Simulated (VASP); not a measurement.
A run of VASP 6.6.1 is set up as follows.

Contents of INCAR:

```
  PREC = Accurate
  ENCUT = 520
  EDIFF = 1E-7
  ISMEAR = -1
  SIGMA = 0.02
  LREAL = False
  LASPH = True
  NELM = 100
  ALGO = Normal
  ISIF = 2
  LWAVE = False
  LCHARG = True
  GGA = PE
  LELF = True
  LVHAR = True
  NBANDS = 11
```

Contents of KPOINTS:

```
Automatic mesh
0
Gamma
  10 10 10
```

The input POSCAR:

```
MgO
1.0
    0.0507323070      2.1528997238      2.1528997238
    2.1528997238      0.0507323070      2.1528997238
    2.1528997238      2.1528997238      0.0507323070
Mg O
1 1
Direct
    0.0000000000      0.0000000000      0.0000000000
    0.5000000000      0.5000000000      0.5000000000
```

Potentials or basis: VASP PAW PBE potentials, release 64 (Mg, O).

The run is started by

```console
$ cat potpaw_PBE.64/Mg/POTCAR potpaw_PBE.64/O/POTCAR > POTCAR
$ mpirun -np 1 vasp_std > vasp.out
```

Question: Predict the pressure.

Answer: -0.8 GPa.

Question: What does it give for the band gap on the k mesh?

Answer: 4.32 eV, direct.

Stress tensor (GPa, compression positive):
```
-0.78 -3.55 -3.55
-3.55 -0.78 -3.55
-3.55 -3.55 -0.78
```
